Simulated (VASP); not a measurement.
# C (P6_3/mmc) in VASP: further runs

The runs below take C through relaxation of cell and atoms, vibrations by finite differences, with PBE+D3(BJ).

Program: VASP 6.6.1. These are calculated values, not measurements. Logs are shortened: lines on timing, memory, paths and dates and some standing lists are left out, and cuts for length are marked.

## (1) The crystal as given

It takes space group P6_3/mmc (No. 194, hexagonal). Conventional cell: a = 2.456 Å, b = 2.456 Å, c = 6.696 Å, α = 90.00°, β = 90.00°, γ = 120.00°. C (site symmetry -6m2) is surrounded by 3 C at 1.42 Å. C (site symmetry -6m2) has 3 C at 1.42 Å as nearest neighbours.

## (2) Relaxation of cell and atoms, PBE+D3(BJ)

Input file INCAR:

```
SYSTEM = C
PREC     = Accurate       ! precision mode
ENCUT    = 520            ! plane-wave cutoff, eV
EDIFF    = 1E-7           ! SCF threshold, eV
ISMEAR   = 0              ! smearing method
SIGMA    = 0.02           ! smearing width, eV
LREAL    = .False.        ! projectors in reciprocal space
LASPH    = .True.         ! aspherical terms in the spheres
NELM     = 60             ! most SCF steps
ALGO     = Fast           ! electronic algorithm
ISIF     = 3              ! what is computed and relaxed
LWAVE    = .False.        ! write WAVECAR
LCHARG   = .False.        ! write CHGCAR
GGA      = PE             ! functional
IVDW     = 12             ! dispersion correction
IBRION   = 2              ! ionic algorithm
NSW      = 80             ! ionic steps
EDIFFG   = -0.002         ! ionic threshold
KPAR     = 4
```

Input file KPOINTS:

```
Automatic mesh
0
Gamma
  6 6 2
  0 0 0
```

Input file POSCAR:

```
C
1.0
    2.4560000000      0.0000000000      0.0000000000
   -1.2280000000      2.1269583900      0.0000000000
    0.0000000000      0.0000000000      6.6960000000
C
4
Direct
    0.0000000000      0.0000000000      0.7500000000
    0.0000000000      0.0000000000      0.2500000000
    0.3333333300      0.6666666700      0.7500000000
    0.6666666700      0.3333333300      0.2500000000
```

Potentials or basis: VASP PAW PBE potentials, release 64 (C).

Run with:

```console
> cat potpaw_PBE.64/C/POTCAR > POTCAR
> mpirun -np 4 vasp_std > vasp.out
```

OUTCAR:

```text
SYSTEM = C
   PREC = Accurate
   ENCUT = 520
   EDIFF = 1E-7
   ISMEAR = 0
   LREAL = .False.
   LASPH = .True.
   NELM = 60
   ISIF = 3
   GGA = PE
   IVDW = 12
   IBRION = 2
   NSW = 80
   EDIFFG = -0.002
 IVDW          = 12

 ion  position               nearest neighbor table
   1  0.000  0.000  0.750-   3 1.42   3 1.42   3 1.42
   2  0.000  0.000  0.250-   4 1.42   4 1.42   4 1.42
   3  0.333  0.667  0.750-   1 1.42   1 1.42   1 1.42
   4  0.667  0.333  0.250-   2 1.42   2 1.42   2 1.42

  LATTYP: Found a hexagonal cell.
 ALAT       =     2.4560000000
 C/A-ratio  =     2.7263843648

  Lattice vectors:

 A1 = (   2.4560000000,   0.0000000000,   0.0000000000)
 A2 = (  -1.2280000000,   2.1269583900,   0.0000000000)
 A3 = (   0.0000000000,   0.0000000000,   6.6960000000)

Analysis of symmetry for initial positions (statically):
=====================================================================
 Subroutine PRICEL returns:
 Original cell was already a primitive cell.

 Routine SETGRP: Setting up the symmetry group for a
 hexagonal supercell.

 Subroutine GETGRP returns: Found 24 space group operations
 (whereof 12 operations were pure point group operations)
 out of a pool of 24 trial point group operations.

The static configuration has the point symmetry D_3d.
 The point group associated with its full space group is D_6h.

Analysis of symmetry for dynamics (positions and initial velocities):
=====================================================================
 Subroutine PRICEL returns:
 Original cell was already a primitive cell.

 Routine SETGRP: Setting up the symmetry group for a
 hexagonal supercell.

 Subroutine GETGRP returns: Found 24 space group operations
 (whereof 12 operations were pure point group operations)
 out of a pool of 24 trial point group operations.

The dynamic configuration has the point symmetry D_3d.
 The point group associated with its full space group is D_6h.

 Subroutine INISYM returns: Found 24 space group operations
 (whereof 12 operations are pure point group operations),
 and found     1 'primitive' translations

----------------------------------------------------------------------------------------

                                     Primitive cell

  volume of cell :      34.9786

  direct lattice vectors                    reciprocal lattice vectors
     2.456000000  0.000000000  0.000000000     0.407166124  0.235077471  0.000000000
[... 73 lines left out ...]
   ISPIN  =      1    spin polarized calculation?
   LNONCOLLINEAR =      F non collinear calculations
   LSORBIT =      F    spin-orbit coupling
   LASPH  =      T    aspherical Exc in radial PAW
   ENCUT  =  520.0 eV  38.22 Ry    6.18 a.u.   4.57  4.57 12.45*2*pi/ulx,y,z
   NELM   =     60;   NELMIN=  2; NELMDL= -5     # of ELM steps
   EDIFF  = 0.1E-06   stopping-criterion for ELM
   LREAL  =      F    real-space projection
   EDIFFG = -.2E-02   stopping-criterion for IOM
   NSW    =     80    number of steps for IOM
   IBRION =      2    ionic relax: 0-MD 1-quasi-New 2-CG
   NFREE  =      1    steps in history (QN), initial steepest desc. (CG)
   ISIF   =      3    stress and relaxation
   ISYM   =      2    0-nonsym 1-usesym 2-fastsym
   POTIM  = 0.5000    time-step for ionic-motion
   TEBEG  =    0.0;   TEEND  =   0.0 temperature during run
   PSTRESS=    0.0 pullay stress
   NELECT =      16.0000    total number of electrons
   NUPDOWN=      -1.0000    fix difference up-down
   EMIN   =  10.00;   EMAX   =-10.00  energy-range for DOS
   EFERMI =   0.00;   METHOD = LEGACY
   ISMEAR =     0;   SIGMA  =   0.02  broadening in eV -4-tet -1-fermi 0-gaus
   EFERMI_NEDOS =   21; number of points for ismear=-14 and -15
   IALGO  =     68    algorithm
   IMIX   =      4    mixing-type and parameters
     AMIX     =   0.40;   BMIX     =  1.00
     AMIX_MAG =   1.60;   BMIX_MAG =  1.00
  volume/ion in A,a.u.               =       8.74        59.01
  Fermi-wavevector in a.u.,A,eV,Ry     =   1.261384  2.383670 21.648079  1.591089
  Thomas-Fermi vector in A             =   2.394846
   LORBIT       =      0    0 simple, 1 ext, 2 COOP (PROOUT), +10 PAW based schemes
   GGA     = PE    functional components
   LHFCALC =     F    Hartree Fock is set to
   AEXX    =    0.0000 exact exchange contribution
   IVDW    =    12    specifies the selected vdW correction
   LEPSILON=     F    determine dielectric tensor
   LRPA    =     F    only Hartree local field effects (RPA)
 conjugate gradient relaxation of ions
 non-spin polarized calculation
 RMM-DIIS sequential band-by-band and
 Gauss-broadening in eV      SIGMA  =   0.02
  energy-cutoff  :      520.00
  volume of cell :       34.98
 maximum number of plane-waves:       979
   NGX =  9   NGY =  9   NGZ = 25

--------------------------------------- Ionic step        1  -------------------------------------------

 number of electron      15.9999994 magnetization

 Free energy of the ion-electron system (eV)
  ---------------------------------------------------
  ext. energy  EPLUGINS =         0.00000000
  ---------------------------------------------------
  free energy    TOTEN  =       -36.74941588 eV

  energy without entropy =      -36.74817649  energy(sigma->0) =      -36.74879619

------------------------ aborting loop because EDIFF is reached ----------------------------------------

 Edisp (eV)   -0.62732

 E8    (eV) :    -0.1778
[... 111 lines left out ...]
  FREE ENERGIE OF THE ION-ELECTRON SYSTEM (eV)
  ---------------------------------------------------
  free  energy   TOTEN  =       -37.3829522283 eV

  energy  without entropy=      -37.3817276911  energy(sigma->0) =      -37.38233996

[... ionic steps 4 to 7 ...]

--------------------------------------- Ionic step        8  -------------------------------------------

 number of electron      15.9999993 magnetization

------------------------ aborting loop because EDIFF is reached ----------------------------------------
[... 79 lines left out ...]
--------------------------------------- Ionic step       10  -------------------------------------------

 number of electron      15.9999993 magnetization

 Free energy of the ion-electron system (eV)
  ---------------------------------------------------
  ext. energy  EPLUGINS =         0.00000000
  ---------------------------------------------------
  free energy    TOTEN  =       -36.75150725 eV

  energy without entropy =      -36.75034809  energy(sigma->0) =      -36.75092767

 E-fermi :   4.7283     XC(G=0): -10.3781

 val. band max:        4.7282366817   @ k =   0.3333   0.3333   0.5000
 cond. band min:       4.7469012652   @ k =   0.3333   0.3333   0.5000
 fundamental gap:      0.0186645835
 Fermi energy:         4.7283067472

 k-point     1 :       0.0000    0.0000    0.0000
  band No.  band energies     occupation
      1     -14.9030      2.00000
      2     -14.5819      2.00000
      3      -3.7961      2.00000
      4      -1.7400      2.00000
      5       1.7181      2.00000
      6       1.7181      2.00000
      7       1.7383      2.00000
      8       1.7383      2.00000
      9       9.1062      0.00000
     10      13.0384      0.00000
     11      13.0384      0.00000
     12      13.0944      0.00000
[... 228 lines left out ...]
  FREE ENERGIE OF THE ION-ELECTRON SYSTEM (eV)
  ---------------------------------------------------
  free  energy   TOTEN  =       -37.3831231628 eV

  energy  without entropy=      -37.3819640104  energy(sigma->0) =      -37.38254359

 reached required accuracy - stopping structural energy minimisation
```

OSZICAR:

```text
N       E                     dE             d eps       ncg     rms          rms(c)
DAV:   1     0.493757475798E+02    0.49376E+02   -0.86788E+03   336   0.125E+03
DAV:   2    -0.352003615659E+02   -0.84576E+02   -0.78611E+02   476   0.229E+02
DAV:   3    -0.391438566231E+02   -0.39435E+01   -0.39135E+01   428   0.508E+01
DAV:   4    -0.391919523106E+02   -0.48096E-01   -0.48009E-01   424   0.655E+00
[... 92 lines left out ...]
       N       E                     dE             d eps       ncg     rms          rms(c)
DAV:   1    -0.367515113842E+02    0.48905E-06   -0.50898E-04   344   0.230E-01    0.152E-02
RMM:   2    -0.367515084187E+02    0.29655E-05   -0.65241E-06   336   0.235E-02    0.966E-03
RMM:   3    -0.367515072290E+02    0.11897E-05   -0.35349E-06   336   0.156E-02    0.136E-03
RMM:   4    -0.367515072456E+02   -0.16645E-07   -0.34767E-07   254   0.547E-03
  10 F= -.37383123E+02 E0= -.37382544E+02  d E =-.197022E-05
```

It took 17 s on 4 MPI ranks of AMD EPYC 7R13 (Zen 3), shared host; peak memory 0.12 GiB.

Results:

* Free energy: -37.3831 eV
* Relaxed volume: 8.77 Å³/atom
* Relaxed cell: a = 2.467 Å, b = 2.467 Å, c = 6.653 Å, α = 90.00°, β = 90.00°, γ = 120.00°
* Space group after relaxing (to 0.05 Å): P6_3/mmc (No. 194)
* Energy gained by relaxing: 1.6 meV/atom
* Ionic steps: 10
* Pressure after relaxing: 0.0 GPa
* Band gap on the k mesh: none (metal or under the smearing width)
* Dispersion energy per atom: -0.158 eV

Step by step:
| step | energy change (eV) | largest force (eV/Å) | pressure (GPa) | volume (Å³) |
| --- | --- | --- | --- | --- |
| 1 | 0.0000 | 0.0000 | 4.03 | 34.98 |
| 2 | 0.0313 | 0.0000 | -9.54 | 36.10 |
| 3 | -0.0062 | 0.0000 | -0.13 | 35.30 |
| 4 | -0.0062 | 0.0000 | -0.05 | 35.29 |
| 5 | -0.0062 | 0.0000 | -0.03 | 35.28 |
| 6 | -0.0063 | 0.0000 | -0.03 | 35.22 |
| 7 | -0.0064 | 0.0000 | 0.01 | 35.12 |
| 8 | -0.0064 | 0.0000 | 0.03 | 35.07 |
| 9 | -0.0064 | 0.0000 | -0.29 | 35.09 |
| 10 | -0.0064 | 0.0000 | 0.00 | 35.07 |

Final structure:
```
C
1.0
     2.46732    0.00000    0.00000
    -1.23366    2.13676    0.00000
     0.00000    0.00000    6.65258
C
4
Direct
  0.00000 0.00000 0.75000
  0.00000 0.00000 0.25000
  0.33333 0.66667 0.75000
  0.66667 0.33333 0.25000
```

Levels at points of the mesh, in eV from the Fermi level:
| k point | band 6 | band 7 | band 8 | band 9 | band 10 | band 11 |
| --- | --- | --- | --- | --- | --- | --- |
| (0.00, 0.00, 0.00) | -3.01 | -2.99 | -2.99 | 4.38 | 8.31 | 8.31 |
| (0.50, 0.00, 0.00) | -6.34 | -2.78 | -2.06 | 1.52 | 2.21 | 7.18 |
| (0.00, 0.00, 0.50) | -3.00 | -3.00 | -3.00 | 7.09 | 7.09 | 8.34 |
| (0.50, 0.00, 0.50) | -6.37 | -2.35 | -2.35 | 1.66 | 1.66 | 7.38 |

Caveat: the k mesh is coarse (spacing up to 0.49 Å⁻¹), so the values aren't converged.

[end of part 1 of 2]
